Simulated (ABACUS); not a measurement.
# Ti (Fm-3m) in ABACUS: further runs, part 2 of 2

ABACUS 3.10.1. Earlier steps stand in the parts before.

### 4 Equation of state, PBE, 16.40 Å³/atom (volume scaled by 0.98)

INPUT

```
INPUT_PARAMETERS
suffix              Ti
calculation         scf
basis_type          lcao
pseudo_dir          ./
orbital_dir         ./
symmetry            1
dft_functional      pbe
ecutwfc             100
pseudo_rcut         10
nspin               1
nbands              10
ks_solver           genelpa
smearing_method     fd
smearing_sigma      0.00367493
scf_thr             1e-07
scf_nmax            100
mixing_type         broyden
mixing_beta         0.7
cal_force           1
cal_stress          1
out_mul             1
```

STRU

```
ATOMIC_SPECIES
Ti 47.8670 Ti.upf

NUMERICAL_ORBITAL
Ti_confined-atom_7au_3s2p2d1f.orb

LATTICE_CONSTANT
1.8897261246

LATTICE_VECTORS
0.0000000000 2.0163754284 2.0163754284
2.0163754284 0.0000000000 2.0163754284
2.0163754284 2.0163754284 0.0000000000

ATOMIC_POSITIONS
Direct

Ti
0.0
1
0.0000000000 0.0000000000 0.0000000000 1 1 1
```

KPT

```
K_POINTS
0
Gamma
11 11 11 0 0 0
```

On the command line:

```
$ OMP_NUM_THREADS=1 mpirun -np 4 abacus > log
```

Wall time 2.1 s (4 MPI ranks of AMD EPYC 9B45 (Zen 5), shared host); peak memory 0.36 GiB.

The run converged. Its results:

- Free energy: -1615.0303 eV
- Pressure: 7.5 GPa
- Band gap on the k mesh: none (metal or under the smearing width)

Caveat: the atomic orbitals were generated for these runs and aren't a published set; the basis of atomic orbitals isn't converged, which shifts pressures, moduli and gaps.

### 5 Equation of state, PBE, 16.73 Å³/atom

INPUT is that of step 4.

STRU

```
ATOMIC_SPECIES
Ti 47.8670 Ti.upf

NUMERICAL_ORBITAL
Ti_confined-atom_7au_3s2p2d1f.orb

LATTICE_CONSTANT
1.8897261246

LATTICE_VECTORS
0.0000000000 2.0300000000 2.0300000000
2.0300000000 0.0000000000 2.0300000000
2.0300000000 2.0300000000 0.0000000000

ATOMIC_POSITIONS
Direct

Ti
0.0
1
0.0000000000 0.0000000000 0.0000000000 1 1 1
```

KPT is that of step 4.

On the command line:

```
$ OMP_NUM_THREADS=1 mpirun -np 4 abacus > log
```

It took 2.2 s on 4 MPI ranks of AMD EPYC 9B45 (Zen 5), shared host; peak memory 0.36 GiB.

The run converged. Its results:

```yaml
Free_energy: -1615.0431 eV
Pressure: 4.9 GPa
Band_gap_on_the_k_mesh: none (metal or under the smearing width)
```

Caveat: the atomic orbitals were generated for these runs and aren't a published set; the basis of atomic orbitals isn't converged, which shifts pressures, moduli and gaps.

### 6 Equation of state, PBE, 17.07 Å³/atom (volume scaled by 1.02)

INPUT is that of step 5.

STRU

```
ATOMIC_SPECIES
Ti 47.8670 Ti.upf

NUMERICAL_ORBITAL
Ti_confined-atom_7au_3s2p2d1f.orb

LATTICE_CONSTANT
1.8897261246

LATTICE_VECTORS
0.0000000000 2.0434441004 2.0434441004
2.0434441004 0.0000000000 2.0434441004
2.0434441004 2.0434441004 0.0000000000

ATOMIC_POSITIONS
Direct

Ti
0.0
1
0.0000000000 0.0000000000 0.0000000000 1 1 1
```

KPT is that of step 5.

Potentials or basis: PseudoDojo NC SR 0.4.1 PBE standard, DZP LCAO (the cutoffs set its grid).

On the command line:

```
$ OMP_NUM_THREADS=1 mpirun -np 4 abacus > log
```

Wall time 2.4 s (4 MPI ranks of AMD EPYC 9B45 (Zen 5), shared host); peak memory 0.36 GiB.

Results (log left out):

* Free energy: -1615.0508 eV
* Pressure: 2.5 GPa
* Band gap on the k mesh: none (metal or under the smearing width)

Caveat: the atomic orbitals were generated for these runs and aren't a published set; the basis of atomic orbitals isn't converged, which shifts pressures, moduli and gaps.

### 7 Equation of state, PBE, 17.40 Å³/atom (volume scaled by 1.04)

INPUT is that of step 6.

STRU

```
ATOMIC_SPECIES
Ti 47.8670 Ti.upf

NUMERICAL_ORBITAL
Ti_confined-atom_7au_3s2p2d1f.orb

LATTICE_CONSTANT
1.8897261246

LATTICE_VECTORS
0.0000000000 2.0567135898 2.0567135898
2.0567135898 0.0000000000 2.0567135898
2.0567135898 2.0567135898 0.0000000000

ATOMIC_POSITIONS
Direct

Ti
0.0
1
0.0000000000 0.0000000000 0.0000000000 1 1 1
```

KPT is that of step 6.

On the command line:

```
$ OMP_NUM_THREADS=1 mpirun -np 4 abacus > log
```

It took 2.4 s on 4 MPI ranks of AMD EPYC 9B45 (Zen 5), shared host; peak memory 0.36 GiB.

Results (log left out):

```
Free energy            : -1615.0537 eV
Pressure               : 0.3 GPa
Band gap on the k mesh : none (metal or under the smearing width)
```

Caveat: the atomic orbitals were generated for these runs and aren't a published set; the basis of atomic orbitals isn't converged, which shifts pressures, moduli and gaps.

### 8 Equation of state, PBE, 17.73 Å³/atom (volume scaled by 1.06)

INPUT is that of step 7.

STRU

```
ATOMIC_SPECIES
Ti 47.8670 Ti.upf

NUMERICAL_ORBITAL
Ti_confined-atom_7au_3s2p2d1f.orb

LATTICE_CONSTANT
1.8897261246

LATTICE_VECTORS
0.0000000000 2.0698140295 2.0698140295
2.0698140295 0.0000000000 2.0698140295
2.0698140295 2.0698140295 0.0000000000

ATOMIC_POSITIONS
Direct

Ti
0.0
1
0.0000000000 0.0000000000 0.0000000000 1 1 1
```

KPT is that of step 7.

On the command line:

```
$ OMP_NUM_THREADS=1 mpirun -np 4 abacus > log
```

It took 2.4 s on 4 MPI ranks of AMD EPYC 9B45 (Zen 5), shared host; peak memory 0.36 GiB.

The run converged. Its results:

```yaml
Free_energy: -1615.0521 eV
Pressure: -1.7 GPa
Band_gap_on_the_k_mesh: none (metal or under the smearing width)
```

Caveat: the atomic orbitals were generated for these runs and aren't a published set; the basis of atomic orbitals isn't converged, which shifts pressures, moduli and gaps.

### 9 Equation of state, PBE

Potentials or basis: PseudoDojo NC SR 0.4.1 PBE standard, DZP LCAO (the cutoffs set its grid).

This step only gathers the single runs of the series.

Results:

```
Equilibrium volume                      : 17.45 Å³/atom
Bulk modulus                            : 108 GPa
Pressure derivative of the bulk modulus : 3.6
```

Energy against volume, from the lowest point:
```csv
volume (Å³/atom),energy (meV/atom)
15.727,66.78
16.062,41.92
16.396,23.37
16.731,10.53
17.065,2.88
17.400,0.00
17.735,1.55
```

Caveat: the atomic orbitals were generated for these runs and aren't a published set; the basis of atomic orbitals isn't converged, which shifts pressures, moduli and gaps. Zero-point motion and thermal expansion aren't in these numbers.
